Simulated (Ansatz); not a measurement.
Si2W:

```
W Si
1.0
    -1.60690    1.60690    3.91495
     1.60690   -1.60690    3.91495
     1.60690    1.60690   -3.91495
W Si
1 2
Direct
  0.00000 0.00000 0.00000
  0.66530 0.66530 0.00000
  0.33470 0.33470 0.00000
```

Base run:

```yaml
Program: Ansatz 0.2.0
Functional: PBEsol
Potentials_or_basis: all-electron LAPW, scalar-relativistic
Cutoff: 218 eV
Density_cutoff: 872 eV
Basis_error_allowed: 0.002 eV/atom
k_mesh: 12 × 12 × 12
Occupations: fermi-dirac, width 0.05 eV
Spin: no spin polarisation
```

Its results: pressure -2.0 GPa; largest force 0.019 eV/Å.

After a change of settings the same cell gave: pressure 3.3 GPa; largest force 0.073 eV/Å. Which change was it?
A. k mesh from 12 × 12 × 12 to 7 × 7 × 7; occupations from fermi-dirac, width 0.05 eV to fermi-dirac, width 0.03 eV
B. potentials or basis from all-electron LAPW, scalar-relativistic to all-electron LAPW, inner shells corrected to Dirac's equation
C. functional from PBEsol to PBE
D. k mesh from 12 × 12 × 12 to 9 × 9 × 9

C.

PBE binds less tightly than PBEsol, so the same cell stands under more pressure.

Not every run made on this cell is shown here.
